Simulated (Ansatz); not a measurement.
Runs of Ansatz 0.2.0 on Ge. It takes space group I4_1/amd (No. 141, tetragonal). Conventional cell: a = 5.149 Å, b = 5.149 Å, c = 2.795 Å, α = 90.00°, β = 90.00°, γ = 90.00°. Around Ge (site symmetry -4m2) lie 6 Ge at 2.67 to 2.79 Å. This isn't the form of Ge at room conditions, which is diamond.

```tsv
task	level	spin	cell	k mesh	smearing	points for each segment of the path	mesh quality	gap on the mesh (eV)	pressure (GPa)	relaxed volume (Å³/atom)
relaxation of cell and atoms	HSE06	off	relaxed	6 × 6 × 6	fermi-dirac 0.05 eV	-	coarse	none	0.0	(c)
relaxation of cell and atoms	HSEsol	off	relaxed	6 × 6 × 6	fermi-dirac 0.05 eV	-	coarse	none	0.0	(a)
relaxation of cell and atoms	HF	off	relaxed	6 × 6 × 6	fermi-dirac 0.05 eV	-	coarse	none	0.0	19.49
relaxation of cell and atoms	PBEsol0	off	relaxed	6 × 6 × 6	fermi-dirac 0.05 eV	-	coarse	none	0.0	17.85
band structure	LDA	SOC, no magnetisation	as given	8 × 8 × 8	gaussian 0.1 eV	14	not flagged	none	-2.6	-
relaxation of cell and atoms	B3LYP	off	relaxed	6 × 6 × 6	fermi-dirac 0.05 eV	-	coarse	none	0.0	20.01
single point	PBEsol	off	as given	11 × 11 × 11	gaussian 0.02 eV	-	not flagged	none	-0.6	-
relaxation of cell and atoms	PBE0	off	relaxed	6 × 6 × 6	fermi-dirac 0.05 eV	-	coarse	none	0.0	18.45
single point	LDA	off	as given	11 × 11 × 11	gaussian 0.1 eV	-	not flagged	none	(b)	-
single point	PBE0	SOC, no magnetisation	as given	5 × 5 × 5	fermi-dirac 0.05 eV	-	coarse	none	0.8	-
```

Alike in all rows: potentials or basis Ansatz PAW; cutoff (eV) 420.

**Question.** Estimate the missing entries.

**Answer.** (a) 17.96; (b) -2.5; (c) 18.50.

Caveats: some runs use coarse meshes; the PAW data sets come from PBE, with cores solved anew for the run's functional, which leaves a small shift of forces and pressure; the plane-wave basis is chosen anew once the cell has moved, so the energies of steps on either side of that aren't comparable (some runs); the thresholds are loose for stress (some runs).

A k mesh can miss the band edges, and rows without SOC leave out spin-orbit coupling on Ge.

A gap of «none» marks a metal or a gap under the smearing width.
